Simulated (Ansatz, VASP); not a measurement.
## LiCl: VASP beside Ansatz

INCAR

```
SYSTEM = LiCl
PREC = Accurate
ENCUT = 520
EDIFF = 1E-6
ISMEAR = 0
SIGMA = 0.05
LREAL = .FALSE.
LASPH = .TRUE.
NELM = 80
ALGO = Normal
ISIF = 2
LWAVE = .FALSE.
LCHARG = .TRUE.
GGA = RE
LELF = .TRUE.
LVHAR = .TRUE.
NBANDS = 12
```

The input KPOINTS:

```
Automatic mesh
0
G
  9 9 9
  0 0 0
```

The input POSCAR:

```
LiCl
1.0
    0.0000000000      2.5647700000      2.5647700000
    2.5647700000      0.0000000000      2.5647700000
    2.5647700000      2.5647700000      0.0000000000
Cl Li
1 1
Direct
    0.5000000000      0.5000000000      0.5000000000
    0.0000000000      0.0000000000      0.0000000000
```

The input input.yaml:

```yaml
crystal:
  lattice:
    - [0.0, 2.56477, 2.56477]
    - [2.56477, 0.0, 2.56477]
    - [2.56477, 2.56477, 0.0]
  atoms:
    - { symbol: Cl, position: [0.5, 0.5, 0.5] }
    - { symbol: Li, position: [0.0, 0.0, 0.0] }
hamiltonian:
  xc: revpbe
  pseudopotentials: { kind: paw, level: accurate }
kpoints:
  mp_grid: { grid: [9, 9, 9] }
scf:
  occupations: { method: gaussian, width: 0.05 }
output:
  forces: true
  stress: true
  eigenvalues: true
  write_density: true
  write_potential: true
  elf: true
  volumetric_format: npy
```

Alike in both runs: functional revPBE; k mesh 9 × 9 × 9; occupations gaussian, width 0.05 eV; no spin polarisation.

|  | VASP | Ansatz |
| --- | --- | --- |
| version | VASP 6.6.1 | Ansatz 0.2.0 |
| potentials or method | VASP PAW PBE potentials, release 64 (Cl, Li_sv) | Ansatz PAW earlier set |
| plane-wave cutoff (eV) | 520 | 900 |
| valence electrons in the cell | 10 | 10 |
| task | single point | electron localisation function |

VASP gave:

- gap on the k mesh at the Fermi level (eV): 6.54
- least direct gap on the mesh (eV): 6.54

Question: What did Ansatz give for the same quantities?

Answer: gap on the k mesh at the Fermi level (eV): 6.53; least direct gap on the mesh (eV): 6.53.

Caveats: an odd mesh through Γ misses points on the zone boundary, where band edges often lie (VASP); odd divisions of the mesh miss points on the zone boundary, where band edges often lie, so the gap on the mesh can be too wide (Ansatz).
